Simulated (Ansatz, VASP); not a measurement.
## Al in VASP and in Ansatz

INCAR

```
SYSTEM = Al
PREC     = Accurate       ! precision mode
ENCUT    = 520            ! plane-wave cutoff, eV
EDIFF    = 1E-6           ! SCF threshold, eV
ISMEAR   = -1             ! smearing method
SIGMA    = 0.08           ! smearing width, eV
LREAL    = .FALSE.        ! projectors in reciprocal space
LASPH    = .TRUE.         ! aspherical terms in the spheres
NELM     = 60             ! most SCF steps
ALGO     = Normal         ! electronic algorithm
ISIF     = 2              ! what is computed and relaxed
LWAVE    = .FALSE.        ! write WAVECAR
LCHARG   = .FALSE.        ! write CHGCAR
NBANDS   = 8              ! bands
```

Contents of KPOINTS:

```
Automatic mesh
0
G
  19 19 19
  0 0 0
```

File POSCAR:

```
Al
1.0
   -1.5943717701      1.5943717701      1.5943717701
    1.5943717701     -1.5943717701      1.5943717701
    1.5943717701      1.5943717701     -1.5943717701
Al
1
Direct
    0.0000000000      0.0000000000      0.0000000000
```

Input for Ansatz:

```yaml
crystal:
  lattice:
    - [-1.5943717701, 1.5943717701, 1.5943717701]
    - [1.5943717701, -1.5943717701, 1.5943717701]
    - [1.5943717701, 1.5943717701, -1.5943717701]
  atoms:
    - { symbol: Al, position: [0.0, 0.0, 0.0] }
kpoints:
  mp_grid: { grid: [19, 19, 19] }
  band_path:
    path:
      - [0.0, 0.0, 0.0]
      - [0.5, -0.5, 0.5]
      - [0.0, 0.0, 0.5]
      - [0.0, 0.0, 0.0]
      - [0.25, 0.25, 0.25]
      - [0.5, -0.5, 0.5]
      - [0.25, 0.25, 0.25]
      - [0.0, 0.0, 0.5]
    npoints: 8
scf:
  occupations: { method: fermi_dirac, width: 0.08 }
hamiltonian:
  xc: lda
  pseudopotentials: { kind: paw }
output:
  forces: true
  stress: true
  eigenvalues: true
  populations: true
  dos: { projected: true, de: 0.2, e_range: [-14, 8] }
```

Change from the starting cell: volume scaled by 1, PAW files.

Alike in both runs: task single point; functional LDA; k mesh 19 × 19 × 19; occupations fermi-dirac, width 0.08 eV; no spin polarisation.

|  | VASP | Ansatz |
| --- | --- | --- |
| version | VASP 6.6.1 | Ansatz 0.2.0 |
| potentials or method | VASP PAW LDA potentials, release 64 (Al) | PAW with Ansatz's default frozen-core files, scalar-relativistic |
| plane-wave cutoff (eV) | 520 | 420 |
| valence electrons in the cell | 3 | 3 |

Ansatz gave:

```
pressure (GPa) : 0.0
```

Task: What did VASP give for the same quantities?

Result: Pressure (GPa): 0.1.
